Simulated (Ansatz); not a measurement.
# Dielectric response of CaSe (001) films, part 2 of 4

Wanted: ε of rocksalt CaSe (001) by finite fields on slabs, and the band edges against the vacuum where run.

Ansatz 0.2.0; plane-wave DFT, PBEsol, Ansatz PAW.

So far, gap on the k-mesh (eV): step 2 (relaxation, 6 atoms, units 3) 2.15; step 3 (the relaxed film, single point, 6 atoms, units 3) 2.15.

## 4. Single point, 6 atoms, units 3, field 0.1 V/Å

A sawtooth potential applies the field, turning back in the middle of the vacuum. With the dipole correction the typed value is the field outside the slab. The induced dipole is small, so the SCF threshold is tight.

The input, input.yaml:

```yaml
crystal:
  lattice:
    - [4.18607214, 0.0, 0.0]
    - [0.0, 4.18607214, 0.0]
    - [0.0, 0.0, 23.92]
  atoms:
    - { symbol: Ca, position: [0.5, 0.5, 0.3809517997] }
    - { symbol: Se, position: [0.0, 0.0, 0.3760638061] }
    - { symbol: Ca, position: [0.0, 0.0, 0.4999999921] }
    - { symbol: Se, position: [0.5, 0.5, 0.5000000036] }
    - { symbol: Ca, position: [0.5, 0.5, 0.6190481878] }
    - { symbol: Se, position: [0.0, 0.0, 0.6239362108] }
kpoints:
  mp_grid: { grid: [6, 6, 1] }
hamiltonian:
  xc: pbesol
scf:
  occupations: { method: fixed }
  convergence: { dr2_threshold: 1.0e-10 }
efield:
  axis: 3
  dipole_correction: true
  ramp_position: 0.97
  ramp_width: 0.06
  amplitude: 0.1
output:
  write_potential: true
  write_density: true
  volumetric_format: npy
```

Run with:

```sh
$ ansatz run input.yaml --threads 4 --pin off --max-ram 8192MiB --backend cpu --events-out ev --progress --plain --runs-dir out
```

Numbers of over 12 decimals in the logs are rounded to 6 here.

The log of the run:

```text
[...]
Crystal: 6 atoms, lattice volume = 419.155 Å³
Basis set: ecut = 420 eV, 8103 PW (Γ)
Bands: 47, of which v1, the nominal top of the filled ones, is band 39 counted from 1 (38 counted from 0)
Symmetry: 8 space group operations
k-points: 10 of 36
[...]
SCF iter   1: F=—  HF=-21666.211348 eV  |F-HF|=—  |Δ(HF+E_count)|=         —  Δρ=1.78e-2  dr2=3.85e0  ethr=3.10e-3  p=0.088 e·Å  D=3.80e-2 V/Å  ΔV_dip=-0.91 eV  dr2_dipole=9.63e-4  V_vac-E_F(+/−)=8.90/7.62 eV  ⟨swp⟩=6.6  Hψ=1907  notcnv=0  defer=56
[...]
SCF iter  13: F=-21665.136893 eV  HF=-21665.136893 eV  |F-HF|=3.64e-12  |Δ(HF+E_count)|=   1.77e-9  Δρ=3.02e-8  dr2=3.23e-12  ethr=1.00e-12  p=0.076 e·Å  D=3.28e-2 V/Å  ΔV_dip=-0.78 eV  dr2_dipole=6.57e-15  V_vac-E_F(+/−)=5.44/4.04 eV  ⟨swp⟩=25.1  Hψ=2646  notcnv=0
SCF 1 converged in 13 iterations: F = -21665.136893 eV  dr2 = 3.23e-12
[...]
SCF converged after 13 iterations
[...]
Free energy (F): -21665.136893 eV
[...]
Internal energy: -21665.136893 eV  (E = F + TS)
E sigma→0 (E₀):  -21665.136893 eV
Fermi energy:    -0.430199 eV
Dipole field:    D = 0.032783 V/Å  (p = 0.075939 e·Å, saw-weighted, corrected)
Work function:   not extracted (applied field tilts the vacuum); planar V_es + V_field profile in the machine report
[...]
--- Band table (eV; the first three rows and the last of 10) ---
  k-point 0: bands = [... 35 lower, -0.6847, -0.6847, -0.4302, -0.4302, 1.7127, 2.3116, 2.5192, 3.0345, ... 4 higher]
  k-point 1: bands = [... 35 lower, -1.1622, -0.9032, -0.8735, -0.6796, 2.3426, 2.7747, 2.9185, 3.2773, ... 4 higher]
  k-point 2: bands = [... 35 lower, -1.3221, -1.2017, -1.1480, -1.0830, 3.1397, 3.3473, 3.6686, 3.9092, ... 4 higher]
  k-point 9: bands = [... 35 lower, -1.5733, -1.5733, -1.2456, -0.7911, 2.0677, 2.0677, 3.6544, 3.6544, ... 4 higher]
```

Elapsed: 7.9 s, on 4 threads of Arm Neoverse V1, shared host; peak memory 0.79 GiB; 30 s of CPU time.

Numbers from this step:

```
gap on the k-mesh       : 2.143 eV
dipole along the normal : 0.07594 e·Å
```

The dipole is 0.0759 e·Å, and the gap on the mesh 2.143 eV.

## 5. Atoms held, 6 atoms, units 3, field -0.1 V/Å

Changes to input.yaml since step 4:

```diff
@@ -24,3 +24,3 @@
   ramp_width: 0.06
-  amplitude: 0.1
+  amplitude: -0.1
 output:
```

The log of the run:

```text
[...]
Crystal: 6 atoms, lattice volume = 419.155 Å³
Basis set: ecut = 420 eV, 8103 PW (Γ)
Bands: 47, of which v1, the nominal top of the filled ones, is band 39 counted from 1 (38 counted from 0)
Symmetry: 8 space group operations
k-points: 10 of 36
[...]
k-point 0: bands = [... 35 lower, -0.6847, -0.6847, -0.4302, -0.4302, 1.7127, 2.3116, 2.5192, 3.0345, ... 4 higher]
  k-point 1: bands = [... 35 lower, -1.1622, -0.9032, -0.8735, -0.6796, 2.3426, 2.7747, 2.9185, 3.2773, ... 4 higher]
  k-point 2: bands = [... 35 lower, -1.3221, -1.2017, -1.1480, -1.0830, 3.1397, 3.3473, 3.6686, 3.9092, ... 4 higher]
  k-point 9: bands = [... 35 lower, -1.5733, -1.5733, -1.2456, -0.7911, 2.0677, 2.0677, 3.6544, 3.6544, ... 4 higher]
[key lines of the parts left out:]
SCF converged after 13 iterations
Free energy (F): -21665.136893 eV
Fermi energy:    -0.430200 eV
Dipole field:    D = -0.032784 V/Å  (p = -0.075940 e·Å, saw-weighted, corrected)
```

The job ended after 8 s (4 threads; peak memory 0.79 GiB).

The dipole is -0.0759 e·Å, and the gap on the mesh 2.143 eV.

## 6. Response with the atoms held, 6 atoms, units 3

This step: plane-wave DFT, PBEsol, Ansatz PAW; response to a field along the normal, atoms held (Ansatz 0.2.0).

The two fields give this film's response with the atoms held: the electronic part.

This step gave:

- equivalent conductor thickness p/(ε₀AE): 7.842 Å
- distance between the outer atoms: 5.929 Å
- thickness: 8.88 Å

Local field over the applied field, running mean. From the potentials at -0.1 and 0.1 V/Å; running mean over 2.96 Å, taken twice. Table of local field over applied field by z:

```csv
z (Å),local field over applied field
4.5,0.984
5.0,0.963
5.5,0.923
6.0,0.859
6.5,0.770
7.0,0.659
7.5,0.537
8.0,0.418
8.5,0.317
9.0,0.240
9.5,0.191
10.0,0.167
10.5,0.161
11.0,0.163
11.5,0.166
12.0,0.166
12.5,0.165
13.0,0.163
13.5,0.161
14.0,0.169
14.5,0.197
15.0,0.251
15.5,0.331
16.0,0.436
16.5,0.557
17.0,0.678
17.5,0.786
18.0,0.871
18.5,0.931
19.0,0.967
19.5,0.986
```

Electrons, planar mean, per unit field. Induced electron density against z:

```csv
z (Å),induced electron density (e/Å³ per V/Å)
4.04,7.4e-6
4.49,1.9e-5
4.93,4.7e-5
5.38,1.1e-4
5.68,2.0e-4
6.13,4.5e-4
6.58,9.5e-4
7.03,0.00184
7.47,0.00289
7.92,0.00320
8.37,0.00180
8.82,3.8e-4
9.12,5.5e-5
9.57,-0.00112
10.02,-0.00152
10.46,-4.5e-4
10.91,9.4e-4
11.36,0.00160
11.81,2.9e-4
12.11,-2.9e-4
12.56,-0.00160
13.01,-9.4e-4
13.46,4.5e-4
13.90,0.00152
14.35,0.00112
14.80,-5.5e-5
15.10,-3.8e-4
15.55,-0.00180
16.00,-0.00320
16.45,-0.00289
16.89,-0.00184
17.34,-9.5e-4
17.79,-4.5e-4
18.24,-2.0e-4
18.54,-1.1e-4
18.99,-4.7e-5
19.43,-1.9e-5
19.88,-7.4e-6
```

By hand: between -0.1 and 0.1 V/Å the dipole changes by 0.1519 e·Å, a slope of 0.7594 e·Å²/V. A perfect conductor of thickness t has p = ε₀AEt, so t = 180.95 × 0.7594 / 17.523 = 7.84 Å (e/ε₀ = 180.95 V·Å, A in Å²).

The induced dipole is that of a conductor 7.84 Å thick.

## 7. Field on, atoms free, 6 atoms, field 0.05 V/Å

This step: plane-wave DFT, PBEsol, Ansatz PAW (Ansatz 0.2.0).

Now the atoms may follow the field. A weak field makes forces of meV/Å to tens of meV/Å, so the force tolerance is set well below the usual one.

Changes to input.yaml since step 5:

```diff
@@ -24,3 +24,6 @@
   ramp_width: 0.06
-  amplitude: -0.1
+  amplitude: 0.05
+relax:
+  f_tol: 0.0006
+  max_steps: 70
 output:
```

The log of the run:

```text
[...]
Crystal: 6 atoms, lattice volume = 419.155 Å³
Basis set: ecut = 420 eV, 8103 PW (Γ), exchange–correlation on 60×60×320 points (8 copies of the dense FFT grid, shifted against one another)
Bands: 47, of which v1, the nominal top of the filled ones, is band 39 counted from 1 (38 counted from 0)
Symmetry: 8 space group operations
k-points: 10 of 36
[...]
SCF iter   1: F=—  HF=-21666.208307 eV  |F-HF|=—  |Δ(HF+E_count)|=         —  Δρ=1.78e-2  dr2=3.85e0  ethr=3.10e-3  p=0.044 e·Å  D=1.90e-2 V/Å  ΔV_dip=-0.46 eV  dr2_dipole=2.41e-4  V_vac-E_F(+/−)=8.59/7.96 eV  ⟨swp⟩=6.6  Hψ=1910  notcnv=0  defer=56
[...]
SCF iter  13: F=-21665.134043 eV  HF=-21665.134043 eV  |F-HF|=1.31e-10  |Δ(HF+E_count)|=   3.22e-9  Δρ=3.92e-8  dr2=5.88e-12  ethr=1.00e-12  p=0.038 e·Å  D=1.64e-2 V/Å  ΔV_dip=-0.39 eV  dr2_dipole=2.92e-15  V_vac-E_F(+/−)=5.11/4.41 eV  ⟨swp⟩=7.0  Hψ=2197  notcnv=0
SCF 1 converged in 13 iterations: F = -21665.134043 eV  dr2 = 5.88e-12
[...]
relax step   1: F+E_penalty+E_count = -21665.13404264 eV  Δ(F+E_penalty+E_count) = +0.000e0 eV  max|allowed force component| = 2.015e-2 eV/Å  Δτ_max = 0.0000 Å  (13 SCF iters, accepted)
[...]
SCF iter   8: F=-21665.134004 eV  HF=-21665.134004 eV  |F-HF|=1.38e-10  |Δ(HF+E_count)|=   2.93e-9  Δρ=1.92e-7  dr2=9.88e-11  ethr=1.00e-12  p=0.049 e·Å  D=2.11e-2 V/Å  ΔV_dip=-0.50 eV  dr2_dipole=3.29e-12  V_vac-E_F(+/−)=5.06/4.47 eV  ⟨swp⟩=5.9  Hψ=2434  notcnv=0
SCF 2 converged in 8 iterations: F = -21665.134004 eV  dr2 = 9.88e-11
relax step   2: F+E_penalty+E_count = -21665.13400396 eV  Δ(F+E_penalty+E_count) = +3.868e-5 eV  max|allowed force component| = 2.307e-2 eV/Å  Δτ_max = 0.0077 Å  (8 SCF iters, rejected (line search))
SCF iter   1: F=—  HF=-21665.134047 eV  |F-HF|=—  |Δ(HF+E_count)|=         —  Δρ=9.22e-5  dr2=1.69e-4  ethr=3.26e-6  p=0.049 e·Å  D=2.11e-2 V/Å  ΔV_dip=-0.50 eV  dr2_dipole=1.04e-4  V_vac-E_F(+/−)=5.06/4.47 eV  ⟨swp⟩=4.1  Hψ=856  notcnv=0  defer=58
[...]
SCF iter   8: F=-21665.134174 eV  HF=-21665.134174 eV  |F-HF|=1.75e-10  |Δ(HF+E_count)|=  9.93e-10  Δρ=1.26e-7  dr2=3.85e-11  ethr=1.00e-12  p=0.043 e·Å  D=1.87e-2 V/Å  ΔV_dip=-0.45 eV  dr2_dipole=1.66e-12  V_vac-E_F(+/−)=5.09/4.44 eV  ⟨swp⟩=7.0  Hψ=2233  notcnv=0
SCF 3 converged in 8 iterations: F = -21665.134174 eV  dr2 = 3.85e-11
relax step   3: F+E_penalty+E_count = -21665.13417398 eV  Δ(F+E_penalty+E_count) = -1.313e-4 eV  max|allowed force component| = 9.836e-4 eV/Å  Δτ_max = 0.0033 Å  (8 SCF iters, accepted)
SCF iter   1: F=—  HF=-21665.134174 eV  |F-HF|=—  |Δ(HF+E_count)|=         —  Δρ=2.20e-6  dr2=1.15e-7  ethr=5.83e-10  p=0.043 e·Å  D=1.87e-2 V/Å  ΔV_dip=-0.45 eV  dr2_dipole=2.47e-9  V_vac-E_F(+/−)=5.09/4.44 eV  ⟨swp⟩=2.4  Hψ=853  notcnv=0  defer=46
[...]
SCF iter   5: F=-21665.134174 eV  HF=-21665.134174 eV  |F-HF|=1.35e-10  |Δ(HF+E_count)|=  9.82e-11  Δρ=5.14e-8  dr2=7.17e-12  ethr=1.00e-12  p=0.043 e·Å  D=1.87e-2 V/Å  ΔV_dip=-0.45 eV  dr2_dipole=1.31e-13  V_vac-E_F(+/−)=5.09/4.44 eV  ⟨swp⟩=7.0  Hψ=2186  notcnv=0
SCF 4 converged in 5 iterations: F = -21665.134174 eV  dr2 = 7.17e-12
relax step   4: F+E_penalty+E_count = -21665.13417406 eV  Δ(F+E_penalty+E_count) = -8.279e-8 eV  max|allowed force component| = 1.474e-4 eV/Å  Δτ_max = 0.0001 Å  (5 SCF iters, accepted)
NSCF: frozen V_eff on 10 k-points
[...]
SCF converged after 5 iterations
[...]
Free energy (F): -21665.134174 eV
[...]
Internal energy: -21665.134174 eV  (E = F + TS)
E sigma→0 (E₀):  -21665.134174 eV
Fermi energy:    -0.436655 eV
Dipole field:    D = 0.018658 V/Å  (p = 0.043220 e·Å, saw-weighted, corrected)
Work function:   not extracted (applied field tilts the vacuum); planar V_es + V_field profile in the machine report
[...]
--- Forces (eV/Å), atoms counted from 1 ---
  atom   1  Ca     0.00000000     0.00000000    -0.00006768
  atom   2  Se     0.00000000     0.00000000    -0.00004753
  atom   3  Ca     0.00000000     0.00000000     0.00014730
  atom   4  Se     0.00000000     0.00000000     0.00006019
  atom   5  Ca     0.00000000     0.00000000    -0.00006089
  atom   6  Se     0.00000000     0.00000000    -0.00003226
  max |Σ_I F_I| component: 8.71e-7 eV/Å
--- Band table (eV; the first three rows and the last of 10) ---
  k-point 0: bands = [... 35 lower, -0.6776, -0.6776, -0.4367, -0.4367, 1.7151, 2.3121, 2.5369, 3.0337, ... 4 higher]
  k-point 1: bands = [... 35 lower, -1.1671, -0.9050, -0.8636, -0.6888, 2.3458, 2.7831, 2.9350, 3.2777, ... 4 higher]
  k-point 2: bands = [... 35 lower, -1.3136, -1.1804, -1.1564, -1.1032, 3.1683, 3.3286, 3.6768, 3.9175, ... 4 higher]
  k-point 9: bands = [... 35 lower, -1.5755, -1.5755, -1.2393, -0.7959, 2.0693, 2.0693, 3.6551, 3.6551, ... 4 higher]
--- Relaxed structure (4 steps of the walk, 3 accepted, 0 SCFs on fresh bases) ---
  F+E_penalty+E_count = -21665.13417406 eV   max|allowed force component| = 1.474e-4 eV/Å
  atoms:
    - { symbol: Ca, position: [0.5, 0.5, 0.381070] }
    - { symbol: Se, position: [0, 0.0, 0.375922] }
    - { symbol: Ca, position: [0, 0.0, 0.500035] }
    - { symbol: Se, position: [0.5, 0.5, 0.500006] }
    - { symbol: Ca, position: [0.5, 0.5, 0.619171] }
    - { symbol: Se, position: [0, 0.0, 0.623796] }
```

Wall time 17 s (4 threads); peak memory 0.77 GiB.

Hardly anything moved in the relaxation; the energy changed by under 0.2 meV an atom.

Numbers from this step:

```
gap on the k-mesh       : 2.152 eV
dipole along the normal : 0.04322 e·Å
```

The relaxation took 4 steps and lowered the energy by 1.3e-4 eV; the largest force on the free atoms ends at 1.5e-4 eV/Å.

The dipole is 0.0432 e·Å, and the gap on the mesh 2.152 eV.

## 8. Field on, atoms free, 6 atoms, field -0.05 V/Å

The opposite sign, again from the field-free geometry; the difference of the two cancels what relaxes without a field.

Changes to input.yaml since step 7:

```diff
@@ -24,3 +24,3 @@
   ramp_width: 0.06
-  amplitude: 0.05
+  amplitude: -0.05
 relax:
```

The log of the run:

```text
[...]
Crystal: 6 atoms, lattice volume = 419.155 Å³
Basis set: ecut = 420 eV, 8103 PW (Γ), exchange–correlation on 60×60×320 points (8 copies of the dense FFT grid, shifted against one another)
Bands: 47, of which v1, the nominal top of the filled ones, is band 39 counted from 1 (38 counted from 0)
Symmetry: 8 space group operations
k-points: 10 of 36
[...]
--- Relaxed structure (4 steps of the walk, 3 accepted, 0 SCFs on fresh bases) ---
  F+E_penalty+E_count = -21665.13417406 eV   max|allowed force component| = 1.475e-4 eV/Å
  atoms:
    - { symbol: Ca, position: [0.5, 0.5, 0.380829] }
    - { symbol: Se, position: [0, 0.0, 0.376204] }
    - { symbol: Ca, position: [0, 0.0, 0.499965] }
    - { symbol: Se, position: [0.5, 0.5, 0.499994] }
    - { symbol: Ca, position: [0.5, 0.5, 0.618930] }
    - { symbol: Se, position: [0, 0.0, 0.624078] }
[key lines of the parts left out:]
SCF converged after 5 iterations
Free energy (F): -21665.134174 eV
Fermi energy:    -0.436655 eV
Dipole field:    D = -0.018658 V/Å  (p = -0.043220 e·Å, saw-weighted, corrected)
```

The job ended after 18 s (4 threads; peak memory 0.77 GiB).

No atom moved by 0.005 Å in the relaxation.

The relaxation took 4 steps and lowered the energy by 1.3e-4 eV; the largest force on the free atoms ends at 1.5e-4 eV/Å.

The dipole is -0.0432 e·Å, and the gap on the mesh 2.152 eV.

## 9. Response with the atoms relaxed, 6 atoms, units 3

This step: plane-wave DFT, PBEsol, Ansatz PAW; response to a field along the normal, atoms relaxed (Ansatz 0.2.0).

The two relaxed runs give the static response.

Numbers from this step:

```yaml
equivalent_conductor_thickness_p_eps_0ae: 8.926 Å
```

Local field over the applied field, running mean. From the potentials at -0.05 and 0.05 V/Å; running mean over 2.96 Å, taken twice. Table of local field over applied field by z:

```csv
z (Å),local field over applied field
5,0.957
6,0.850
7,0.604
8,0.323
9,0.103
10,0.0467
11,0.0755
12,0.0944
13,0.0755
14,0.0480
15,0.118
16,0.341
17,0.627
18,0.861
19,0.963
```

The induced dipole is that of a conductor 8.93 Å thick.

## 10. Relaxing the film, 10 atoms, units 5

This step: plane-wave DFT, PBEsol, Ansatz PAW (Ansatz 0.2.0).

System of this step: CaSe (001), 5 units. The cell holds 10 atoms: 5 Ca and 5 Se. Cell: a = 4.186 Å, b = 4.186 Å, c = 29.840 Å, α = 90.0°, β = 90.0°, γ = 90.0°. It derives from CaSe (rocksalt CaSe). Vacuum lies along c.

The next thickness, treated alike, so that differences show the interior and the faces cancel.

The input, input.yaml:

```yaml
crystal:
  lattice:
    - [4.18607214, 0.0, 0.0]
    - [0.0, 4.18607214, 0.0]
    - [0.0, 0.0, 29.84]
  atoms:
    - { symbol: Ca, position: [0.5, 0.5, 0.3016085791] }
    - { symbol: Se, position: [0.0, 0.0, 0.3016085791] }
    - { symbol: Ca, position: [0.0, 0.0, 0.4008042895] }
    - { symbol: Se, position: [0.5, 0.5, 0.4008042895] }
    - { symbol: Ca, position: [0.5, 0.5, 0.5] }
    - { symbol: Se, position: [0.0, 0.0, 0.5] }
    - { symbol: Ca, position: [0.0, 0.0, 0.5991957105] }
    - { symbol: Se, position: [0.5, 0.5, 0.5991957105] }
    - { symbol: Ca, position: [0.5, 0.5, 0.6983914209] }
    - { symbol: Se, position: [0.0, 0.0, 0.6983914209] }
kpoints:
  mp_grid: { grid: [6, 6, 1] }
hamiltonian:
  xc: pbesol
scf:
  occupations: { method: fixed }
  convergence: { dr2_threshold: 1.0e-09 }
efield:
  axis: 3
  dipole_correction: true
  ramp_position: 0.97
  ramp_width: 0.06
relax:
  f_tol: 0.003
  max_steps: 100
output:
  write_potential: true
  write_density: true
  volumetric_format: npy
```

The log of the run:

```text
[...]
Crystal: 10 atoms, lattice volume = 522.892 Å³
Basis set: ecut = 420 eV, 10107 PW (Γ), exchange–correlation on 60×60×400 points (8 copies of the dense FFT grid, shifted against one another)
Bands: 78, of which v1, the nominal top of the filled ones, is band 65 counted from 1 (64 counted from 0)
Symmetry: 8 space group operations
k-points: 10 of 36
[...]
- { symbol: Se, position: [0, 0.0, 0.302373] }
    - { symbol: Ca, position: [0, 0.0, 0.401226] }
    - { symbol: Se, position: [0.5, 0.5, 0.402446] }
    - { symbol: Ca, position: [0.5, 0.5, 0.500000] }
    - { symbol: Se, position: [0, 0.0, 0.500000] }
    - { symbol: Ca, position: [0, 0.0, 0.598774] }
    - { symbol: Se, position: [0.5, 0.5, 0.597554] }
    - { symbol: Ca, position: [0.5, 0.5, 0.693191] }
    - { symbol: Se, position: [0, 0.0, 0.697627] }
[key lines of the parts left out:]
SCF converged after 6 iterations
Free energy (F): -36109.212893 eV
Fermi energy:    1.019373 eV
Dipole field:    D = 0.000000 V/Å  (p = 0.000001 e·Å, saw-weighted, corrected)
Work function:   Φ+ = 4.7875 eV   Φ− = 4.7875 eV
```

Wall time 50 s (4 threads); peak memory 1.2 GiB; 3.3 min of CPU time.

The steps of the relaxation:

```csv
step,energy less that of the first step (eV),largest force component (eV/Å)
1,0.0000,0.4743
2,-0.0289,0.3349
3,-0.0666,0.0130
4,-0.0666,0.0148
5,-0.0667,0.0006
```

Forces are held to the 8 operations that the run works with; a distortion that breaks them can't arise in this run.

The atoms that moved most (Å):

```csv
atom,dx,dy,dz,length
Ca1,0.000,0.000,0.155,0.155
Ca9,0.000,0.000,-0.155,0.155
Se8,0.000,0.000,-0.049,0.049
Se4,0.000,0.000,0.049,0.049
Se10,0.000,0.000,-0.023,0.023
Se2,0.000,0.000,0.023,0.023
Ca3,0.000,0.000,0.013,0.013
Ca7,0.000,0.000,-0.013,0.013
```

The relaxation took 5 steps and lowered the energy by 0.067 eV; the largest force on the free atoms ends at 5.7e-4 eV/Å.

The gap is 2.04 eV, with the valence edge 4.79 eV and the conduction edge 2.75 eV under the upper vacuum level.

## 11. Single point on the relaxed film, 10 atoms, units 5

The next thickness, treated alike, so that differences show the interior and the faces cancel.

input.yaml, the sections that differ from step 10:

```yaml
crystal:
  lattice:
    - [4.18607214, 0.0, 0.0]
    - [0.0, 4.18607214, 0.0]
    - [0.0, 0.0, 29.84]
  atoms:
    - { symbol: Ca, position: [0.5, 0.5, 0.3068088137] }
    - { symbol: Se, position: [0.0, 0.0, 0.3023727792] }
    - { symbol: Ca, position: [0.0, 0.0, 0.401226343] }
    - { symbol: Se, position: [0.5, 0.5, 0.4024461648] }
    - { symbol: Ca, position: [0.5, 0.5, 0.4999999997] }
    - { symbol: Se, position: [0.0, 0.0, 0.4999999986] }
    - { symbol: Ca, position: [0.0, 0.0, 0.5987736606] }
    - { symbol: Se, position: [0.5, 0.5, 0.597553834] }
    - { symbol: Ca, position: [0.5, 0.5, 0.6931911891] }
    - { symbol: Se, position: [0.0, 0.0, 0.6976272173] }
output:
  eigenvalues: true
  write_potential: true
  write_density: true
  volumetric_format: npy
  elf: true
# kpoints, hamiltonian, scf, efield: as in step 10
# relax: removed
```

The log of the run:

```text
[...]
Crystal: 10 atoms, lattice volume = 522.892 Å³
Basis set: ecut = 420 eV, 10107 PW (Γ)
Bands: 78, of which v1, the nominal top of the filled ones, is band 65 counted from 1 (64 counted from 0)
Symmetry: 8 space group operations
k-points: 10 of 36
[...]
k-point 0: bands = [... 61 lower, 0.8774, 0.8774, 1.0194, 1.0194, 3.0612, 3.2992, 3.7430, 4.0733, ... 9 higher]
  k-point 1: bands = [... 61 lower, 0.4565, 0.6573, 0.6628, 0.7468, 3.7141, 3.9024, 4.2338, 4.4132, ... 9 higher]
  k-point 2: bands = [... 61 lower, 0.2226, 0.2596, 0.2896, 0.3103, 4.6277, 4.6992, 4.9908, 4.9976, ... 9 higher]
  k-point 9: bands = [... 61 lower, -0.0221, -0.0221, 0.3958, 0.5282, 3.2643, 3.2643, 4.0465, 4.0465, ... 9 higher]
[key lines of the parts left out:]
SCF converged after 9 iterations
Free energy (F): -36109.212944 eV
Fermi energy:    1.019405 eV
Dipole field:    D = 0.000013 V/Å  (p = 0.000036 e·Å, saw-weighted, corrected)
Work function:   Φ+ = 4.7873 eV   Φ− = 4.7877 eV
```

Run time: 17 s. Hardware: 4 threads; peak memory 1.2 GiB; 67 s of CPU time.

The gap is 2.04 eV, with the valence edge 4.79 eV and the conduction edge 2.75 eV under the upper vacuum level.

(Part 2 of 4 ends here.)

[Logs are printed without paths, hosts, clocks, repeated set-up lines and the standing remarks that a program may print on its own settings, such as how far it seeks lower states.]

[Hosts, paths, dates, database ids (printed as entryN), source tags and the programs' standing remarks are cut or masked in the printed files.]

[Maps of the electrostatic potential energy from Ansatz leave out the sawtooth potential of an applied field or a dipole correction, so their vacuum need not be flat; planar profiles and work functions include it.]
